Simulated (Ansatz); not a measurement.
# YN

```yaml
crystal:
  lattice:
    - [0.00000, 2.43850, 2.43850]
    - [2.43850, 0.00000, 2.43850]
    - [2.43850, 2.43850, 0.00000]
  atoms:
    - { symbol: Y, position: [0.00000, 0.00000, 0.00000] }
    - { symbol: N, position: [0.50000, 0.50000, 0.50000] }
```

Atom numbers follow the list: Y1, N2.

The cell comes from COD entry 9008768, which wasn't checked; take it as a given geometry.

Levels of theory: DFT, LDA, all-electron LAPW, scalar-relativistic (Ansatz 0.2.0); DFT, LDA, PAW with Ansatz's default frozen-core files, scalar-relativistic (Ansatz 0.2.0).

For LAPW: a Γ-centred 11×11×11 k mesh, Fermi–Dirac smearing of 0.03 eV, basis error target 1 meV/atom, no spin polarisation. PAW takes a cutoff of 420 eV at this cell (files made with PBE, cores remade for this functional). The Ansatz runs share mesh, smearing and spin set-up. Values come from LAPW unless marked.

```yaml
Pressure_at_this_cell: -5.94 GPa
Band_gap: 0.09 eV, indirect from Γ to X (0.5, 0, 0.5) (so small a gap may close at points that the mesh and path miss)
Smallest_direct_gap_on_the_path: 0.47 eV
Löwdin_charges_with_0.05_e_of_the_cell_spilling_out_of_the_atomic_basis_so_their_sizes_and_signs_hang_on_that_basis: Y1 0.77, N2 -0.73 e
Bader_charges_from_the_PAW_run: Y1 +1.84, N2 -1.84 e
Volume_per_atom: 14.50 Å³
```
